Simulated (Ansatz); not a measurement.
Something may be wrong with this Ansatz 0.2.0 calculation of Sb.

The input input.yaml:

```yaml
crystal:
  lattice:
    - [3.122402, 0.0, 0.0]
    - [0.0, 4.347518, 0.0]
    - [-0.038915, 0.0, 4.405852]
  atoms:
    - { symbol: Sb, position: [0.011389, 0.25, 0.241166] }
    - { symbol: Sb, position: [0.988611, 0.75, 0.758834] }
hamiltonian:
  xc: lda
  pseudopotentials: { kind: paw }
kpoints:
  mp_grid: { grid: [5, 4, 4] }
  band_path:
    path:
      - [[0.0, 0.0, 0.0], [0.0, 0.0, 0.5], [-0.496909211, 0.0, 0.5061930597], [-0.5, 0.0, 0.5], [-0.5, 0.5, 0.5], [-0.503090789, 0.5, 0.4938069403], [-0.5, 0.5, 0.0], [-0.5, 0.0, 0.0], [-0.503090789, 0.0, 0.4938069403]]
      - [[-0.496909211, 0.5, 0.5061930597], [0.0, 0.5, 0.5], [0.0, 0.5, 0.0]]
      - [[0.0, 0.0, 0.5], [0.0, 0.5, 0.5]]
    npoints: 14
scf:
  occupations: { method: fermi_dirac, width: 0.05 }
  n_extra_bands: 6
  max_iter: 75
output:
  forces: true
  stress: true
  eigenvalues: true
  fatbands: false
accuracy: 2.5
```

Potentials or basis: Ansatz PAW.

Launch:

```sh
$ ansatz run input.yaml --threads 2 --pin off --max-ram 5632MiB --backend cpu --events-out ev --progress --plain --runs-dir out
```

Output:

```text
Error: YAML parse error: error: line 29 column 1: unknown variant `2.5`, expected one of low, medium, high
  --> <input>:29:1
   |
27 |   eigenvalues: true
28 |   fatbands: false
29 | accuracy: 2.5
   | ^ unknown variant `2.5`, expected one of low, medium, high
```

Problem. How did it end, and where is the flaw?

Solution. The input was rejected before any iteration. The input holds a flaw that was put in on purpose: a value of the wrong type (accuracy = 2.5).
